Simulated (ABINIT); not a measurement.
# CdS (Greenockite) (P6_3mc) in ABINIT: a series of runs, part 2 of 3

ABINIT 10.8.3 (patched build). Earlier steps stand in the parts before.

## 3. Band structure, WC

File run.abi:

```
# Datasets: ground state, then fixed potential
ndtset 2

# Pseudopotentials
pp_dirpath "./"
pseudos "Cd.GGA_PBE-JTH.xml, S.GGA_PBE-JTH.xml"

# Structure
acell 7.8423634172 7.8423634172 12.7310849016
rprim
     1.0000000000     0.0000000000     0.0000000000
    -0.5000000000     0.8660254038     0.0000000000
     0.0000000000     0.0000000000     1.0000000000
ntypat 2
znucl 48 16
natom 4
typat 1 1 2 2
xred
     0.6666666667     0.3333333333     0.5000000000
     0.3333333333     0.6666666667     0.0000000000
     0.6666666667     0.3333333333     0.8750000000
     0.3333333333     0.6666666667     0.3750000000

# Plane-wave basis
ecut 544.227725 eV
pawecutdg 40.0

# Exchange and correlation
ixc 23

# Bands and occupations
occopt 3
tsmear 0.00183747

# SCF cycle
nstep 100

# Output
iomode 3
prtwf 0
prteig 0
prtebands 0
enunit 1
prtden1 1

# Dataset 1
kptopt1 1
ngkpt1 7 7 4
nshiftk1 1
shiftk1 0.0 0.0 0.0
nband1 22
tolvrs1 1.0e-9

# Dataset 2: bands along G-M-K-G-A-L-H-A
iscf2 -2
getden2 1
nband2 26
nbdbuf2 2
tolwfr2 1.0e-12
kptopt2 -7
ndivsm2 8
prteig2 1
prtvol2 -3
kptbounds2
     0.0000000000     0.0000000000     0.0000000000
     0.5000000000     0.0000000000     0.0000000000
     0.3333333333     0.3333333333     0.0000000000
     0.0000000000     0.0000000000     0.0000000000
     0.0000000000     0.0000000000     0.5000000000
     0.5000000000     0.0000000000     0.5000000000
     0.3333333333     0.3333333333     0.5000000000
     0.0000000000     0.0000000000     0.5000000000
```

Potentials or basis: JTH PAW PBE v2.0.

Started as:

```
> abinit run.abi > log 2>&1
```

run.abo:

```text
.Version 10.8.3 of ABINIT
 DATASET    1 : space group P6_3 m c (#186); Bravais hP (primitive hexag.)
================================================================================
 Values of the parameters that define the memory need for DATASET  1.
     intxc =       0    ionmov =       0      iscf =      17    lmnmax =      18
     lnmax =       6     mgfft =      54  mpssoang =       3    mqgrid =    3625
     natom =       4  nloc_mem =       2    nspden =       1   nspinor =       1
    nsppol =       1      nsym =      12    n1xccc =       1    ntypat =       2
    occopt =       3   xclevel =       2
       mpw =        2922          nfft =       55296          nkpt =          24
 PAW method is used; the additional fine FFT grid is defined by:
   mgfftf=        75    nfftf =    172800
================================================================================
================================================================================

 DATASET    2 : space group P6_3 m c (#186); Bravais hP (primitive hexag.)
================================================================================
 Values of the parameters that define the memory need for DATASET  2.
     intxc =       0    ionmov =       0      iscf =      -2    lmnmax =      18
     lnmax =       6     mgfft =      54  mpssoang =       3    mqgrid =    3625
     natom =       4  nloc_mem =       2    nspden =       1   nspinor =       1
    nsppol =       1      nsym =      12    n1xccc =       1    ntypat =       2
    occopt =       3   xclevel =       2
       mpw =        2924          nfft =       55296          nkpt =          91
 PAW method is used; the additional fine FFT grid is defined by:
   mgfftf=        75    nfftf =    172800
================================================================================
================================================================================

[... 1305 lines left out ...]
              =  4.149999997186  4.149999997186  6.736999995428 angstroms
 Eigenvalues (   eV  ) for nkpt=  91  k points:
 kpt#   1, nband= 26, wtk=  1.00000, kpt=  0.0000  0.0000  0.0000 (reduced coord)
  -9.00088   -8.55871   -4.35926   -4.33679   -4.33679   -4.25109   -4.25109   -3.93530
  -3.93530   -3.84415   -3.84415   -3.51162   -1.08962    2.54832    2.54832    3.27466
   3.31927    3.31927    4.33749    5.95822    9.67385    9.67385    9.99835   10.78235
  10.78235   10.83403
 kpt#   2, nband= 26, wtk=  1.00000, kpt=  0.0333  0.0000  0.0000 (reduced coord)
  -8.99679   -8.55689   -4.35792   -4.33514   -4.33405   -4.24942   -4.24881   -3.93619
  -3.93537   -3.84613   -3.84377   -3.50869   -1.08171    2.49592    2.53362    3.21402
   3.26780    3.31136    4.43937    6.00984    9.62333    9.69182   10.02109   10.73558
  10.80651   10.83259
 kpt#   3, nband= 26, wtk=  1.00000, kpt=  0.0667  0.0000  0.0000 (reduced coord)
  -8.98465   -8.55153   -4.35377   -4.33032   -4.32597   -4.24433   -4.24204   -3.93884
  -3.93550   -3.85172   -3.84266   -3.50015   -1.05823    2.34831    2.49072    2.97745
   3.24270    3.28785    4.67059    6.15337    9.49078    9.74386   10.07934   10.63234
  10.80506   10.87797
 kpt#   4, nband= 26, wtk=  1.00000, kpt=  0.1000  0.0000  0.0000 (reduced coord)
  -8.96488   -8.54295   -4.34673   -4.32266   -4.31268   -4.23567   -4.23105   -3.94314
[... 424 lines left out ...]
  -8.76397   -8.76381   -4.29410   -4.29408   -4.29260   -4.29258   -4.13399   -4.13396
  -3.88351   -3.88350   -3.88010   -3.88009    0.79990    0.79996    2.76026    2.76036
   2.87073    2.87084    6.19362    6.19366    9.17265    9.17267   10.08009   10.08011
  10.12487   10.12491
 kpt#  90, nband= 26, wtk=  1.00000, kpt=  0.0196  0.0196  0.5000 (reduced coord)
  -8.77335   -8.77319   -4.29921   -4.29919   -4.29883   -4.29881   -4.13774   -4.13771
  -3.88362   -3.88361   -3.88281   -3.88280    0.81196    0.81202    2.87689    2.87700
   2.90745    2.90756    6.06231    6.06234    9.30061    9.30064   10.04450   10.04452
  10.05011   10.05013
 kpt#  91, nband= 26, wtk=  1.00000, kpt=  0.0000  0.0000  0.5000 (reduced coord)
  -8.77652   -8.77636   -4.30095   -4.30095   -4.30093   -4.30093   -4.13899   -4.13896
  -3.88366   -3.88366   -3.88365   -3.88365    0.81547    0.81554    2.91968    2.91968
   2.91979    2.91979    6.01480    6.01484    9.35143    9.35146   10.02541   10.02541
  10.02545   10.02545

== END DATASET(S) ==============================================================
================================================================================

 -outvars: echo values of variables after computation  --------
            acell      7.8423634172E+00  7.8423634172E+00  1.2731084902E+01 Bohr
           etotal1    -1.1587901357E+02
            fcart1    -0.0000000000E+00 -7.9292394993E-29 -1.2996520275E-03
                      -0.0000000000E+00 -7.9292394993E-29 -1.2996520275E-03
                      -2.7467691357E-28 -2.3787718498E-28  1.2996520275E-03
                       2.7467691357E-28  3.9646197497E-28  1.2996520275E-03
            rprim      1.0000000000E+00  0.0000000000E+00  0.0000000000E+00
                      -5.0000000000E-01  8.6602540380E-01  0.0000000000E+00
                       0.0000000000E+00  0.0000000000E+00  1.0000000000E+00
           strten1     3.6774113438E-05  3.6774113273E-05  1.7661043486E-05
                       0.0000000000E+00  0.0000000000E+00  0.0000000000E+00
           xangst      2.0749999986E+00  1.1980018078E+00  3.3684999977E+00
                      -5.4679420442E-16  2.3960036156E+00  0.0000000000E+00
                       2.0749999986E+00  1.1980018078E+00  5.8948749960E+00
                      -5.4679420442E-16  2.3960036156E+00  2.5263749983E+00
             xred      6.6666666667E-01  3.3333333333E-01  5.0000000000E-01
                       3.3333333333E-01  6.6666666667E-01  0.0000000000E+00
                       6.6666666667E-01  3.3333333333E-01  8.7500000000E-01
                       3.3333333333E-01  6.6666666667E-01  3.7500000000E-01
 Calculation completed.
```

Wall time 9.9 min (1 thread of Arm Neoverse V2, shared host); peak memory 0.23 GiB.

What came out:

| Property | Result |
| --- | --- |
| Free energy | -3153.2286 eV |
| Largest force | 0.067 eV/Å |
| Band gap on the k mesh | 1.02 eV, direct |
| Valence electrons inside the program's atomic spheres | Cd 10.47; S 3.56 |

Forces on the atoms (eV/Å):
```
Cd   0.000  0.000 -0.067
Cd   0.000  0.000 -0.067
S    0.000  0.000  0.067
S    0.000  0.000  0.067
```

Levels at the corners of the path, in eV from the valence-band top:
```tsv
point	band 15	band 16	band 17	band 18	band 19	band 20	band 21	band 22
Γ	-0.77	-0.04	0.00	0.00	1.02	2.64	6.35	6.35
M	-2.67	-1.88	-1.32	-0.74	3.57	3.75	4.98	6.24
K	-3.11	-1.87	-1.87	-1.63	4.51	4.97	4.97	6.99
Γ	-0.77	-0.04	0.00	0.00	1.02	2.64	6.35	6.35
A	-0.40	-0.40	-0.40	-0.40	2.70	2.70	6.03	6.03
L	-1.34	-1.34	-1.34	-1.34	3.33	3.33	5.27	5.27
H	-2.43	-2.43	-1.12	-1.12	4.26	4.26	5.95	5.95
A	-0.40	-0.40	-0.40	-0.40	2.70	2.70	6.03	6.03
```

Caveat: the PAW data sets were made with another functional, which shifts forces and pressure a little.

## 4. Band structure, PBE

run.abi, as its differences from that of step 3:

```diff
@@ -8,3 +8,3 @@
 # Structure
-acell 7.8423634172 7.8423634172 12.7310849016
+acell 4.15 4.15 6.737 Angstrom
 rprim
@@ -28,3 +28,3 @@
 # Exchange and correlation
-ixc 23
+ixc 11
 
@@ -42,4 +42,7 @@
 prtebands 0
-enunit 1
+enunit 2
 prtden1 1
+prtvha1 1
+prtvclmb1 1
+prtpot1 1
 
@@ -62,3 +65,2 @@
 prteig2 1
-prtvol2 -3
 kptbounds2
```

Potentials or basis: JTH PAW PBE v2.0.

Started as:

```
> abinit run.abi > log 2>&1
```

run.abo:

```text
.Version 10.8.3 of ABINIT
 DATASET    1 : space group P6_3 m c (#186); Bravais hP (primitive hexag.)
================================================================================
 Values of the parameters that define the memory need for DATASET  1.
     intxc =       0    ionmov =       0      iscf =      17    lmnmax =      18
     lnmax =       6     mgfft =      54  mpssoang =       3    mqgrid =    3625
     natom =       4  nloc_mem =       2    nspden =       1   nspinor =       1
    nsppol =       1      nsym =      12    n1xccc =       1    ntypat =       2
    occopt =       3   xclevel =       2
       mpw =        2922          nfft =       55296          nkpt =          24
 PAW method is used; the additional fine FFT grid is defined by:
   mgfftf=        75    nfftf =    172800
================================================================================
================================================================================

 DATASET    2 : space group P6_3 m c (#186); Bravais hP (primitive hexag.)
================================================================================
 Values of the parameters that define the memory need for DATASET  2.
     intxc =       0    ionmov =       0      iscf =      -2    lmnmax =      18
     lnmax =       6     mgfft =      54  mpssoang =       3    mqgrid =    3625
     natom =       4  nloc_mem =       2    nspden =       1   nspinor =       1
    nsppol =       1      nsym =      12    n1xccc =       1    ntypat =       2
    occopt =       3   xclevel =       2
       mpw =        2924          nfft =       55296          nkpt =          91
 PAW method is used; the additional fine FFT grid is defined by:
   mgfftf=        75    nfftf =    172800
================================================================================
================================================================================

--------------------------------------------------------------------------------
------------- Echo of variables that govern the present computation ------------
--------------------------------------------------------------------------------
 -outvars: echo values of preprocessed input variables --------
            acell      7.8423634225E+00  7.8423634225E+00  1.2731084910E+01 Bohr
              amu      1.12411000E+02  3.20660000E+01
             ecut      2.00000000E+01 Hartree
           enunit           2
           getden1          0
           getden2          1
             iscf1         17
             iscf2         -2
                       outvar_i_n : Printing only first  50 k-points.
              ixc          11
           jdtset        1    2
                       outvar_i_n : Printing only first  50 k-points.
           kptopt1          1
           kptopt2         -7
         kptrlatt        7    0    0      0    7    0      0    0    4
          kptrlen1     5.09243396E+01
          kptrlen2     3.00000000E+01
            natom           4
            nband1         22
[... 1287 lines left out ...]
    2      0.00000000000000     2.39600361718000     0.00000000000000
    3      2.07500000000000     1.19800180859000     5.89487500000000
    4      0.00000000000000     2.39600361718000     2.52637500000000
 length scales=  7.842363422517  7.842363422517 12.731084910241 bohr
              =  4.150000000000  4.150000000000  6.737000000000 angstroms
 Eigenvalues (hartree) for nkpt=  91  k points:
 kpt#   1, nband= 26, wtk=  1.00000, kpt=  0.0000  0.0000  0.0000 (reduced coord)
  -0.32518   -0.30937   -0.15505   -0.15425   -0.15425   -0.15111   -0.15111   -0.13965
  -0.13965   -0.13636   -0.13636   -0.12405   -0.03241    0.09908    0.09908    0.12540
   0.12699    0.12699    0.17022    0.22898    0.36411    0.36411    0.37610    0.40455
   0.40455    0.40894
 kpt#   2, nband= 26, wtk=  1.00000, kpt=  0.0333  0.0000  0.0000 (reduced coord)
  -0.32504   -0.30931   -0.15500   -0.15419   -0.15415   -0.15105   -0.15103   -0.13968
  -0.13965   -0.13643   -0.13635   -0.12395   -0.03212    0.09722    0.09855    0.12351
   0.12515    0.12670    0.17359    0.23081    0.36234    0.36476    0.37691    0.40312
   0.40544    0.40865
 kpt#   3, nband= 26, wtk=  1.00000, kpt=  0.0667  0.0000  0.0000 (reduced coord)
  -0.32460   -0.30912   -0.15485   -0.15402   -0.15384   -0.15086   -0.15078   -0.13977
  -0.13966   -0.13663   -0.13631   -0.12364   -0.03128    0.09198    0.09700    0.11534
   0.12424    0.12585    0.18156    0.23592    0.35767    0.36665    0.37901    0.39957
   0.40752    0.40805
 kpt#   4, nband= 26, wtk=  1.00000, kpt=  0.1000  0.0000  0.0000 (reduced coord)
  -0.32389   -0.30881   -0.15459   -0.15374   -0.15334   -0.15054   -0.15038   -0.13993
[... 423 lines left out ...]
 kpt#  89, nband= 26, wtk=  1.00000, kpt=  0.0392  0.0392  0.5000 (reduced coord)
  -0.31670   -0.31669   -0.15268   -0.15267   -0.15263   -0.15263   -0.14661   -0.14661
  -0.13779   -0.13779   -0.13766   -0.13765    0.03625    0.03625    0.10687    0.10687
   0.11077    0.11077    0.23715    0.23715    0.34689    0.34689    0.37916    0.37916
   0.38069    0.38069
 kpt#  90, nband= 26, wtk=  1.00000, kpt=  0.0196  0.0196  0.5000 (reduced coord)
  -0.31704   -0.31703   -0.15287   -0.15286   -0.15285   -0.15285   -0.14675   -0.14675
  -0.13779   -0.13779   -0.13776   -0.13776    0.03670    0.03670    0.11102    0.11102
   0.11209    0.11210    0.23245    0.23245    0.35164    0.35164    0.37772    0.37772
   0.37792    0.37792
 kpt#  91, nband= 26, wtk=  1.00000, kpt=  0.0000  0.0000  0.5000 (reduced coord)
  -0.31715   -0.31714   -0.15293   -0.15293   -0.15293   -0.15293   -0.14680   -0.14680
  -0.13779   -0.13779   -0.13779   -0.13779    0.03683    0.03683    0.11253    0.11253
   0.11254    0.11254    0.23076    0.23076    0.35354    0.35354    0.37698    0.37698
   0.37698    0.37698
 Eigenvalues (   eV  ) for nkpt=  91  k points:
 kpt#   1, nband= 26, wtk=  1.00000, kpt=  0.0000  0.0000  0.0000 (reduced coord)
  -8.84872   -8.41852   -4.21918   -4.19739   -4.19739   -4.11197   -4.11197   -3.80004
  -3.80004   -3.71063   -3.71063   -3.37563   -0.88191    2.69607    2.69607    3.41230
   3.45549    3.45549    4.63192    6.23099    9.90805    9.90805   10.23410   11.00838
  11.00838   11.12786
 kpt#   2, nband= 26, wtk=  1.00000, kpt=  0.0333  0.0000  0.0000 (reduced coord)
  -8.84473   -8.41675   -4.21784   -4.19576   -4.19457   -4.11028   -4.10971   -3.80090
  -3.80011   -3.71251   -3.71026   -3.37277   -0.87414    2.64560    2.68165    3.36083
   3.40541    3.44770    4.72352    6.28078    9.85987    9.92576   10.25620   10.96948
  11.03245   11.11985
 kpt#   3, nband= 26, wtk=  1.00000, kpt=  0.0667  0.0000  0.0000 (reduced coord)
  -8.83288   -8.41152   -4.21372   -4.19098   -4.18624   -4.10516   -4.10301   -3.80345
  -3.80022   -3.71783   -3.70917   -3.36443   -0.85109    2.50300    2.63956    3.13867
   3.38078    3.42454    4.94062    6.41964    9.73270    9.97706   10.31326   10.87287
  11.08910   11.10370
 kpt#   4, nband= 26, wtk=  1.00000, kpt=  0.1000  0.0000  0.0000 (reduced coord)
  -8.81358   -8.40316   -4.20673   -4.18339   -4.17255   -4.09644   -4.09212   -3.80758
[... 424 lines left out ...]
  -8.61786   -8.61771   -4.15451   -4.15450   -4.15317   -4.15316   -3.98954   -3.98953
  -3.74936   -3.74934   -3.74579   -3.74577    0.98643    0.98650    2.90797    2.90807
   3.01422    3.01433    6.45311    6.45315    9.43930    9.43932   10.31742   10.31744
  10.35897   10.35900
 kpt#  90, nband= 26, wtk=  1.00000, kpt=  0.0196  0.0196  0.5000 (reduced coord)
  -8.62700   -8.62685   -4.15969   -4.15967   -4.15936   -4.15934   -3.99326   -3.99326
  -3.74948   -3.74945   -3.74862   -3.74860    0.99865    0.99872    3.02093    3.02104
   3.05024    3.05035    6.32529    6.32533    9.56849    9.56852   10.27821   10.27823
  10.28374   10.28376
 kpt#  91, nband= 26, wtk=  1.00000, kpt=  0.0000  0.0000  0.5000 (reduced coord)
  -8.63010   -8.62994   -4.16146   -4.16146   -4.16144   -4.16144   -3.99452   -3.99451
  -3.74952   -3.74952   -3.74949   -3.74949    1.00223    1.00230    3.06223    3.06223
   3.06234    3.06234    6.27920    6.27924    9.62035    9.62038   10.25803   10.25803
  10.25807   10.25807

== END DATASET(S) ==============================================================
================================================================================

 -outvars: echo values of variables after computation  --------
            acell      7.8423634225E+00  7.8423634225E+00  1.2731084910E+01 Bohr
           etotal1    -1.1584638402E+02
            fcart1    -0.0000000000E+00 -0.0000000000E+00 -1.3364630284E-03
                      -0.0000000000E+00 -0.0000000000E+00 -1.3364630284E-03
                      -0.0000000000E+00 -0.0000000000E+00  1.3364630284E-03
                      -0.0000000000E+00 -0.0000000000E+00  1.3364630284E-03
            rprim      1.0000000000E+00  0.0000000000E+00  0.0000000000E+00
                      -5.0000000000E-01  8.6602540380E-01  0.0000000000E+00
                       0.0000000000E+00  0.0000000000E+00  1.0000000000E+00
           strten1    -6.2098933089E-05 -6.2098933251E-05 -8.3553359801E-05
                       0.0000000000E+00  0.0000000000E+00  0.0000000000E+00
           xangst      2.0750000000E+00  1.1980018086E+00  3.3685000000E+00
                       7.0616276948E-17  2.3960036172E+00  0.0000000000E+00
                       2.0750000000E+00  1.1980018086E+00  5.8948750000E+00
                       7.0616276948E-17  2.3960036172E+00  2.5263750000E+00
             xred      6.6666666667E-01  3.3333333333E-01  5.0000000000E-01
                       3.3333333333E-01  6.6666666667E-01  0.0000000000E+00
                       6.6666666667E-01  3.3333333333E-01  8.7500000000E-01
                       3.3333333333E-01  6.6666666667E-01  3.7500000000E-01
 Calculation completed.
```

It took 6.6 min on 1 thread of Arm Neoverse V2, shared host; peak memory 0.23 GiB.

What came out:

```yaml
Free_energy: -3152.3407 eV
Largest_force: 0.069 eV/Å
Band_gap_on_the_k_mesh: 1.18 eV, direct
Valence_electrons_inside_the_program's_atomic_spheres: Cd 10.46; S 3.58
```

Forces on the atoms (eV/Å):
```
Cd   0.000  0.000 -0.069
Cd   0.000  0.000 -0.069
S    0.000  0.000  0.069
S    0.000  0.000  0.069
```

Levels at the corners of the path, in eV from the valence-band top:
```
point  band 14  band 15  band 16  band 17  band 18  band 19  band 20  band 21  band 22  band 23
    Γ    -0.76    -0.76    -0.04     0.00     0.00     1.18     2.78     6.45     6.45     6.78
    M    -3.47    -2.62    -1.85    -1.28    -0.73     3.69     3.88     5.11     6.36     6.98
    K    -3.64    -3.05    -1.83    -1.83    -1.59     4.66     5.05     5.05     7.14     7.41
    Γ    -0.76    -0.76    -0.04     0.00     0.00     1.18     2.78     6.45     6.45     6.78
    A    -2.45    -0.39    -0.39    -0.39    -0.39     2.82     2.82     6.16     6.16     6.80
    L    -4.08    -1.32    -1.32    -1.31    -1.31     3.47     3.47     5.38     5.38     7.86
    H    -3.97    -2.38    -2.38    -1.11    -1.11     4.38     4.38     6.09     6.09     6.45
    A    -2.45    -0.39    -0.39    -0.39    -0.39     2.82     2.82     6.16     6.16     6.80
```

(Part 2 of 3 ends here.)
